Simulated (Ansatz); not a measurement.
Runs of Ansatz 0.2.0 on Si2Mo. The structure is tetragonal, space group I4/mmm (No. 139). The conventional cell has a = 3.200 Å, b = 3.200 Å, c = 7.861 Å, α = 90.00°, β = 90.00°, γ = 90.00°. Mo (site symmetry 4/mmm) is surrounded by 10 Si at 2.62 Å. Si (site symmetry 4mm) has 5 Si at 2.61 to 2.63 Å and 5 Mo at 2.62 Å as nearest neighbours. 

```tsv
task	level	cell	points for each segment of the path	gap on the mesh (eV)	pressure (GPa)	relaxed volume (Å³/atom)	largest force (eV/Å)
band structure	HSE06	as given	4	none	(a)	-	0.51
single point	PBE0	as given	-	none	-4.0	-	(b)
relaxation of cell and atoms	HSE06	relaxed	-	none	0.0	13.23	-
relaxation of cell and atoms	PBE0	relaxed	-	none	0.0	13.21	-
```

Alike in all rows: potentials or basis Ansatz PAW; no spin polarisation; k mesh 8 × 8 × 8; cutoff (eV) 420; smearing fermi-dirac 0.05 eV.

Problem. Estimate the missing entries.

Solution. (a) -3.6; (b) 0.52.

Caveats: the PAW data sets come from PBE, with cores solved anew for the run's functional, which leaves a small shift of forces and pressure; the thresholds are loose for stress (some runs); the plane-wave basis is chosen anew once the cell has moved, so the energies of steps on either side of that aren't comparable (some runs).

A k mesh can miss the band edges, and the runs leave out spin-orbit coupling on Mo.

A gap of «none» marks a metal or a gap under the smearing width.
